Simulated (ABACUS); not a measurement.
Crystal: Ni.

```
Ni
1.0
     0.00000    1.73757    1.73757
     1.73757    0.00000    1.73757
     1.73757    1.73757    0.00000
Ni
1
Direct
  0.00000 0.00000 0.00000
```

- Program: ABACUS 3.10.1
- Task: relaxation of cell and atoms
- Functional: BLYP
- Potentials or basis: SPMS ONCV 1.0 PBE
- Cutoff: 1333 eV
- Density cutoff: 5333 eV
- Basis: plane waves
- k mesh: 10 × 10 × 10
- Occupations: fermi-dirac, width 0.05 eV
- Spin: collinear spin, ferromagnetic start
- Starting moments: [1.0] μB

At the start: pressure 14.2 GPa; volume 10.49 Å³/atom.

Problem. Where does the relaxation end?

Solution. Over 12 steps the energy falls by 30.2 meV/atom and the volume is 11.22 Å³/atom (+6.9 %); space group Fm-3m (No. 225, to 0.05 Å); moment 0.70 μB per cell.

The path:
```
step  energy change (eV)  largest force (eV/Å)  pressure (GPa)  volume (Å³)
   1              0.0000                0.0000           14.22        10.49
   2             -0.0021                0.0000          -10.47        12.03
   3             -0.0302                0.0000           -0.06        11.23
   4             -0.0302                0.0000           -0.15        11.23
   5             -0.0302                0.0000            0.16        11.21
   6             -0.0302                0.0000           -0.09        11.22
   7             -0.0302                0.0000            0.10        11.22
   8             -0.0302                0.0000           -0.07        11.22
   9             -0.0302                0.0000            0.10        11.22
  10             -0.0302                0.0000           -0.06        11.22
  11             -0.0302                0.0000            0.15        11.21
  12             -0.0302                0.0000           -0.01        11.22
```

Final structure:
```yaml
crystal:
  lattice:
    - [0.00000, 1.77671, 1.77671]
    - [1.77671, 0.00000, 1.77671]
    - [1.77671, 1.77671, 0.00000]
  atoms:
    - { symbol: Ni, position: [0.00000, 0.00000, 0.00000] }
```

Caveat: the potentials were made for another functional, which shifts forces and pressure.
